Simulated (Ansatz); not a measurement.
**LiCl (Fm-3m): relaxing the cell for a phonon run**

Task: relax LiCl (Fm-3m) tightly.

Method: DFT PBE, scalar-relativistic, plane waves, PAW, in Ansatz 0.2.0.

The database entry behind the starting cell differs from later determinations by our own check (0.1 to 0.3 % short, probably kX units), so it need not match the best structure at ambient conditions.

## Step 1: Set-up

It takes space group Fm-3m (No. 225, cubic). Conventional cell: a = 5.130 Å, b = 5.130 Å, c = 5.130 Å, α = 90.00°, β = 90.00°, γ = 90.00°. Nearest to Li lie 6 Cl at 2.56 Å. Cl has 6 Li at 2.56 Å nearest. Farther neighbours and most contacts between anions are not listed.

## Step 2: A coarse first look

First a cheap look: the gap decides the mesh and the occupations, the pressure tells how far the cell has to move.

input.yaml reads:

```yaml
crystal:
  lattice:
    - [0.0, 2.56477, 2.56477]
    - [2.56477, 0.0, 2.56477]
    - [2.56477, 2.56477, 0.0]
  atoms:
    - { symbol: Li, position: [0.0, 0.0, 0.0] }
    - { symbol: Cl, position: [0.5, 0.5, 0.5] }
kpoints:
  mp_grid: { grid: [6, 6, 6] }
hamiltonian:
  xc: pbe
scf:
  occupations: { method: gaussian, width: 0.1 }
output:
  forces: true
  stress: true
  eigenvalues: true
```

Launch:

```bash
> ansatz run input.yaml --threads 4 --pin off --max-ram 7168MiB --backend cpu --events-out ev --progress --plain --runs-dir out
```

Numbers of over 12 decimals in the logs are rounded to 6 here.

What it wrote:

```text
Engine: ansatz 0.2.0, aarch64-unknown-linux-gnu
Pseudopotentials: kind: paw
Pseudopotential: Li, paw, valence charge 3, recommended cutoff 420 eV (normal), Li.paw.azcp
Pseudopotential: Cl, paw, valence charge 7, recommended cutoff 420 eV (normal), Cl.paw.azcp
Functional definition: PBE
  parameter kappa = 0.804
  parameter beta = 0.066725
  exchange = pbe_x(kappa = kappa, mu = beta*pi^2/3)
[...]
k-point 0: bands = ["-41.7999", "-11.6923", "1.7050", "1.7050", "1.7050", "8.0331", "13.4959", "13.4959", "13.4959"]
  k-point 1: bands = ["-41.7992", "-11.5619", "0.8450", "1.6358", "1.6358", "8.7216", "12.5378", "13.1064", "13.1064"]
  k-point 2: bands = ["-41.7978", "-11.2785", "-0.5170", "1.5082", "1.5082", "8.7541", "11.6738", "11.6738", "13.3874"]
  k-point 15: bands = ["-41.7963", "-10.8852", "-0.8210", "0.0538", "0.6349", "10.3833", "11.0538", "12.9871", "13.0996"]
[key lines of the parts left out:]
SCF converged after 6 iterations
Free energy (F): -1287.833251 eV
Fermi energy:    4.869909 eV
P = ⅓ Tr σ = 0.4010 GPa (4.010 kbar)
```

Elapsed: 0.7 s, on 4 threads of Arm Neoverse V2, shared host; peak memory 0.26 GiB.

A gap read on the k-mesh alone can miss the band edges.

Numbers from this step:

| Property | Result |
| --- | --- |
| pressure | 0.4010 GPa |
| gap on the k-mesh | 6.328 eV |
| volume per atom | 16.87 Å³ |
| direct gap on mesh | 6.328 eV |

The coarse mesh shows a gap of 6.33 eV and a pressure of 0.4 GPa.

## Step 3: Bringing the structure to rest

Harmonic phonons are second derivatives at a point where the forces vanish, and they are wanted at zero stress, so atoms and cell are relaxed first.

input.yaml, the sections that differ from step 2:

```yaml
kpoints:
  mp_grid: { grid: [8, 8, 8] }
scf:
  occupations: { method: gaussian, width: 0.02 }
relax:
  adjacent_minimum: "off"
  f_tol: 0.005
  max_steps: 80
  cell: { stress_tol: 0.05 }
# crystal, hamiltonian, output: as in step 2
```

What it wrote:

```text
[...]
Crystal: 2 atoms, lattice volume = 33.742 Å³
Basis set: ecut = 420 eV, 645 PW (Γ), exchange–correlation on 50×50×50 points (8 copies of the dense FFT grid, shifted against one another)
Bands: 9, of which v1, the nominal top of the filled ones, is band 5 counted from 1 (4 counted from 0)
Symmetry: 48 space group operations
[...]
k-points: 29 of 512
[...]
SCF iter   1: F=—  HF=-1287.833538 eV  |F-HF|=—  |Δ(HF+E_count)|=         —  Δρ=2.60e-4  dr2=2.32e-5  ethr=1.77e-3  ⟨swp⟩=7.3  Hψ=1867  notcnv=0
[...]
SCF iter   6: F=-1287.833389 eV  HF=-1287.833389 eV  |F-HF|=1.48e-8  |Δ(HF+E_count)|=   9.27e-8  Δρ=6.36e-6  dr2=2.08e-8  ethr=1.00e-9  ⟨swp⟩=4.0  Hψ=725  notcnv=0
SCF 1 converged in 6 iterations: F = -1287.833389 eV  dr2 = 2.08e-8
[...]
relax step   1: F+E_penalty+E_count = -1287.83338941 eV  Δ(F+E_penalty+E_count) = +0.000e0 eV  max|allowed force component| = 5.875e-30 eV/Å  Δτ_max = 0.0000 Å  P = +0.397 GPa  Ω = 33.742 Å³  (6 SCF iters, dr2 threshold 1.00e-7 eV, accepted)
Crystal: 2 atoms, lattice volume = 34.019 Å³
[...]
iter 1 solved again at ethr=1.47e-7 eV; its pass at ethr=3.10e-3 eV (dr2=1.47e-5 eV) is discarded
[...]
SCF iter   3: F=-1287.833837 eV  HF=-1287.833838 eV  |F-HF|=7.94e-8  |Δ(HF+E_count)|=   1.07e-6  Δρ=2.03e-5  dr2=1.64e-7  ethr=2.00e-9  ⟨swp⟩=2.9  Hψ=955  notcnv=0
SCF 2 converged in 3 iterations: F = -1287.833837 eV  dr2 = 1.64e-7
relax step   2: F+E_penalty+E_count = -1287.83383750 eV  Δ(F+E_penalty+E_count) = -4.481e-4 eV  max|allowed force component| = 1.381e-30 eV/Å  Δτ_max = 0.0000 Å  P = +0.129 GPa  Ω = 34.019 Å³  energy of the carried Pulay correction = -4.614e-6 eV  (3 SCF iters, dr2 threshold 2.00e-7 eV, accepted)
Crystal: 2 atoms, lattice volume = 34.153 Å³
[...]
SCF iter   4: F=-1287.833890 eV  HF=-1287.833890 eV  |F-HF|=1.37e-9  |Δ(HF+E_count)|=   1.98e-9  Δρ=1.96e-6  dr2=9.42e-10  ethr=4.14e-10  ⟨swp⟩=4.6  Hψ=1016  notcnv=0
SCF 3 converged in 4 iterations: F = -1287.833890 eV  dr2 = 9.42e-10
relax step   3: F+E_penalty+E_count = -1287.83388984 eV  Δ(F+E_penalty+E_count) = -5.234e-5 eV  max|allowed force component| = 2.942e-30 eV/Å  Δτ_max = 0.0000 Å  P = +0.002 GPa  Ω = 34.153 Å³  energy of the carried Pulay correction = -6.835e-6 eV  (4 SCF iters, dr2 threshold 4.14e-8 eV, accepted)
[...]
SCF iter   1: F=—  HF=-1287.833915 eV  |F-HF|=—  |Δ(HF+E_count)|=         —  Δρ=5.64e-5  dr2=2.49e-8  ethr=1.95e-5  ⟨swp⟩=2.1  Hψ=2347  notcnv=0
eigensolver tolerance schedule: the retry pair's looser diagonalisation over-reported the residual by 78147.50 of it (diagonalisation noise at an unbounded share of the residual, at the tolerance the schedule requests for it); recorded, not acted on — ethr = c·dr2/N_el stays at c = 1.0e-1
[...]
SCF iter   2: F=—  HF=-1287.833890 eV  |F-HF|=—  |Δ(HF+E_count)|=   2.51e-5  Δρ=2.82e-5  dr2=7.19e-9  ethr=2.49e-10  ⟨swp⟩=3.7  Hψ=558  notcnv=0
[...]
SCF iter   5: F=-1287.833896 eV  HF=-1287.833896 eV  |F-HF|=1.52e-11  |Δ(HF+E_count)|=   1.34e-9  Δρ=2.14e-7  dr2=4.22e-12  ethr=1.00e-12  ⟨swp⟩=5.0  Hψ=899  notcnv=0
SCF 4 converged in 5 iterations: F = -1287.833896 eV  dr2 = 4.22e-12
relax step   4: F+E_penalty+E_count = -1287.83389627 eV  Δ(F+E_penalty+E_count) = -6.428e-6 eV  max|allowed force component| = 1.381e-30 eV/Å  Δτ_max = 0.0000 Å  P = +0.003 GPa  Ω = 34.153 Å³  stress off target by 2.55e-3 GPa  SCF on the basis re-selected at this cell (its energy is not comparable with the rows above)  (5 SCF iters)
basis re-selected at this cell: Δ(F+E_penalty+E_count) = -6.428e-6 eV, ΔP = +0.000 GPa vs the last step (what re-selecting the basis moved, of the pressure what is left beyond the Pulay correction that the steps carried, after the strain that the cell walked since its last selection, with what the two solves' SCF thresholds leave and, on support functions, any second-order correction that the steps lacked; it is no m [...]
SCF converged after 5 iterations
Free energy (F): -1287.833896 eV
[...]
Internal energy: -1287.833896 eV  (E = F + TS)
E sigma→0 (E₀):  -1287.833896 eV
Fermi energy:    4.730949 eV
[...]
--- Stress (GPa, compression-positive) ---
        0.002549      -0.000000      -0.000000
       -0.000000       0.002549      -0.000000
       -0.000000      -0.000000       0.002549
  P = ⅓ Tr σ = 0.0025 GPa (0.025 kbar)
--- Band table (eV; the first three rows and the last of 29) ---
[...]
--- Relaxed structure (3 steps of the walk, 3 accepted, 1 SCFs on fresh bases) ---
  F+E_penalty+E_count = -1287.83389627 eV   max|allowed force component| = 1.381e-30 eV/Å   (the final SCF, on the basis selected at the relaxed cell)
  cell:  # Å, volume = 34.1531 Å³
    - [0, 2.575136, 2.575136]
    - [2.575136, 0, 2.575136]
    - [2.575136, 2.575136, 0]
  atoms:
    - { symbol: Li, position: [0, 0, 0] }
    - { symbol: Cl, position: [0.5, 0.5, 0.5] }
```

Wall time 0.87 s (4 threads); peak memory 0.29 GiB; 2.6 s of CPU time.

Step by step:

```tsv
step	energy less that of the first step (eV)	largest force component (eV/Å)	pressure (GPa)	volume (Å³)
1	0.0000	0.0000	0.40	33.74
2	-0.0004	0.0000	0.13	34.02
3	-0.0005	0.0000	0.00	34.15
4*	-0.0005	0.0000	0.00	34.15
```

Relaxation steps marked * repeat the geometry before them on a plane-wave basis chosen anew for their cell, so energy and pressure can jump there.

Forces are held to the 48 operations that the run works with; a distortion that breaks them can't arise in this run.

```tsv
conventional cell, symmetrised	before	after	change
a (Å)	5.130	5.150	+0.4 %
b (Å)	5.130	5.150	+0.4 %
c (Å)	5.130	5.150	+0.4 %
volume (Å³/atom)	16.87	17.08	+1.2 %
```

The relaxed structure:

```xyz
2
Lattice="0.0000 2.5751 2.5751 2.5751 0.0000 2.5751 2.5751 2.5751 0.0000" Properties=species:S:1:pos:R:3 pbc="T T T"
Li    0.0000    0.0000    0.0000
Cl    2.5751    2.5751    2.5751
```

This step gave:

| Property | Result |
| --- | --- |
| pressure | 0.002549 GPa |
| gap on the k-mesh | 6.259 eV |
| volume per atom | 17.08 Å³ |
| direct gap on mesh | 6.259 eV |

In this step the volume went from 16.87 to 17.08 Å³/atom.

## Step 4: Relaxing to small forces for the phonons

Phonons need a cell at rest on their own settings, so the relaxation is repeated with tight tolerances on forces and stress, using the mesh and the filling of the phonon run that follows.

input.yaml, the sections that differ from step 3:

```yaml
crystal:
  lattice:
    - [0.0, 2.5751358477, 2.5751358477]
    - [2.5751358477, 0.0, 2.5751358477]
    - [2.5751358477, 2.5751358477, 0.0]
  atoms:
    - { symbol: Li, position: [0.0, 0.0, 0.0] }
    - { symbol: Cl, position: [0.5, 0.5, 0.5] }
scf:
  occupations: { method: fixed }
relax:
  adjacent_minimum: "off"
  f_tol: 0.001
  max_steps: 60
  cell: { stress_tol: 0.01 }
# kpoints, hamiltonian, output: as in step 3
```

What it wrote:

```text
[...]
Crystal: 2 atoms, lattice volume = 34.153 Å³
Basis set: ecut = 420 eV, 645 PW (Γ), exchange–correlation on 50×50×50 points (8 copies of the dense FFT grid, shifted against one another)
Bands: 9, of which v1, the nominal top of the filled ones, is band 5 counted from 1 (4 counted from 0)
Symmetry: 48 space group operations
[...]
k-points: 29 of 512
[...]
P = ⅓ Tr σ = 0.0025 GPa (0.025 kbar)
--- Band table (eV; the first three rows and the last of 29) ---
[...]
--- Relaxed structure (1 steps of the walk, 1 accepted, 1 SCFs on fresh bases) ---
[...]
cell:  # Å, volume = 34.1531 Å³
    - [0.0, 2.5751358477, 2.5751358477]
    - [2.5751358477, 0.0, 2.5751358477]
    - [2.5751358477, 2.5751358477, 0.0]
  atoms:
    - { symbol: Li, position: [0.0, 0.0, 0.0] }
    - { symbol: Cl, position: [0.500000, 0.500000, 0.500000] }
[key lines of the parts left out:]
SCF converged after 9 iterations
Free energy (F): -1287.833896 eV
Fermi energy:    1.601200 eV
```

It took 0.55 s on 4 threads; peak memory 0.28 GiB.

Little changed from the start: no atom moved by 0.005 Å and no cell edge by 0.1 %.

Numbers from this step:

```yaml
pressure: 0.002546 GPa
```

The forces vanish by symmetry and the pressure is 0.003 GPa, within the tolerances set. The cell now holds 17.08 Å³/atom.

## Step 5: Outcome

```
space group after relaxation (within 0.01 Å) : Fm-3m
lattice constant a                           : 5.150 Å
lattice constant b                           : 5.150 Å
lattice constant c                           : 5.150 Å
volume per atom                              : 17.1 Å³
gap on the k-mesh                            : 6.26 eV
```

In words: The forces vanish by symmetry and the pressure is 0.003 GPa, within the tolerances set. The cell now holds 17.08 Å³/atom. The relaxation keeps the symmetry of its start, so it says nothing on stability against lower symmetry.

[Logs are printed without paths, hosts, clocks, repeated set-up lines and the standing remarks that a program may print on its own settings, such as how far it seeks lower states.]

[Hosts, paths, dates, database ids (printed as entryN), source tags and the programs' standing remarks are cut or masked in the printed files.]
